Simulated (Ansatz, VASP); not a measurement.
Hf in VASP and in Ansatz

Contents of INCAR:

```
SYSTEM = Hf
PREC     = Accurate       ! precision mode
ENCUT    = 520            ! plane-wave cutoff, eV
EDIFF    = 1E-8           ! SCF threshold, eV
ISMEAR   = -1             ! smearing method
SIGMA    = 0.05           ! smearing width, eV
LREAL    = .False.        ! projectors in reciprocal space
LASPH    = .True.         ! aspherical terms in the spheres
NELM     = 80             ! most SCF steps
ALGO     = Normal         ! electronic algorithm
ISIF     = 2              ! what is computed and relaxed
LWAVE    = .False.        ! write WAVECAR
LCHARG   = .False.        ! write CHGCAR
GGA      = PS             ! functional
LEFG     = .True.       
NBANDS   = 11             ! bands
```

File KPOINTS:

```
regular mesh
0
Gamma
  14 14 14
  0 0 0
```

POSCAR

```
Hf
1.0
   -1.8109967218      1.8109967218      1.8109967218
    1.8109967218     -1.8109967218      1.8109967218
    1.8109967218      1.8109967218     -1.8109967218
Hf
1
Direct
    0.0000000000      0.0000000000      0.0000000000
```

Input for Ansatz:

```yaml
crystal:
  lattice:
    - [-1.8109967218, 1.8109967218, 1.8109967218]
    - [1.8109967218, -1.8109967218, 1.8109967218]
    - [1.8109967218, 1.8109967218, -1.8109967218]
  atoms:
    - { symbol: Hf, position: [0.0, 0.0, 0.0] }
kpoints:
  mp_grid: { grid: [14, 14, 14] }
scf:
  occupations: { method: fermi_dirac, width: 0.05 }
hamiltonian:
  xc: pbesol
  pseudopotentials: { kind: paw }
output:
  forces: true
  stress: true
  eigenvalues: true
  efg: { contact_densities: true }
```

Change from the starting cell: volume scaled by 1.01, PAW files.

Alike in both runs: task electric field gradients; functional PBEsol; k mesh 14 × 14 × 14; occupations fermi-dirac, width 0.05 eV; no spin polarisation.

```csv
,VASP,Ansatz
version,VASP 6.6.1,Ansatz 0.2.0
potentials or method,"VASP PAW PBE potentials, release 64 (Hf_pv)","PAW with Ansatz's default frozen-core files, scalar-relativistic"
plane-wave cutoff (eV),520,420
valence electrons in the cell,10,26
```

VASP gave:

```
pressure (GPa)                                                 : -10.1
Vzz of the field gradient on the site that differs most (V/Å²) : 0.0
```

Task: Which values does Ansatz return?

Result: Pressure (GPa): -9.7; Vzz of the field gradient on the site that differs most (V/Å²): 0.0.

With one functional, cell and mesh, what is left measures potentials, basis and numerics. The two sets of potentials don't hold the same shells in valence. Ansatz warned: «gradients_without_spin_orbit».

Caveats: the PAW data sets were made with another functional, which shifts forces and pressure a little (VASP). Spin-orbit coupling is left out, which matters for the levels of Hf.
